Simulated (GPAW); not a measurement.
Here is a GPAW 26.7.0 calculation.

Contents of run.py:

```python
from ase import Atoms
from ase.dft.bandgap import bandgap
from ase.io import write
from ase.parallel import parprint
from gpaw import GPAW, PW

atoms = Atoms(['C', 'Be', 'Be'],
              cell=[[0.0, 2.165, 2.165],
                    [2.165, 0.0, 2.165],
                    [2.165, 2.165, 0.0]],
              scaled_positions=[[0.0, 0.0, 0.0],
                                [0.75, 0.75, 0.75],
                                [0.25, 0.25, 0.25]],
              pbc=True)

calc = GPAW(mode=PW(600),
            xc='HSE06',
            kpts={'size': (8, 8, 8), 'gamma': True},
            occupations={'name': 'fermi-dirac', 'width': 0.05},
            nbands=10,
            convergence={'density': 1e-05, 'energy': 1e-05},
            maxiter=60,
            txt='gpaw.txt')
atoms.calc = calc
energy = atoms.get_potential_energy()
forces = atoms.get_forces()
calc.write('gs.gpw')
write('result.traj', atoms)
parprint(f'Energy: {energy:.6f} eV')
parprint('Forces (eV/A):')
parprint(forces.round(4))
parprint('Fermi level:', round(calc.get_fermi_level(), 4), 'eV')
parprint(f'Gap: {bandgap(calc)[0]:.4f} eV, direct: {bandgap(calc, direct=True)[0]:.4f} eV')
```

Potentials or basis: GPAW PAW data sets (gpaw-data 1.2.1), pw.

The run is started by

```sh
$ OMP_NUM_THREADS=1 mpirun -n 8 gpaw python run.py
```

Q: Predict the band gap on the k mesh.

A: 1.95 eV, indirect (least direct gap 5.09 eV).

Caveat: the PAW data sets were made with another functional, which shifts forces and pressure a little. A k mesh can miss the band edges.
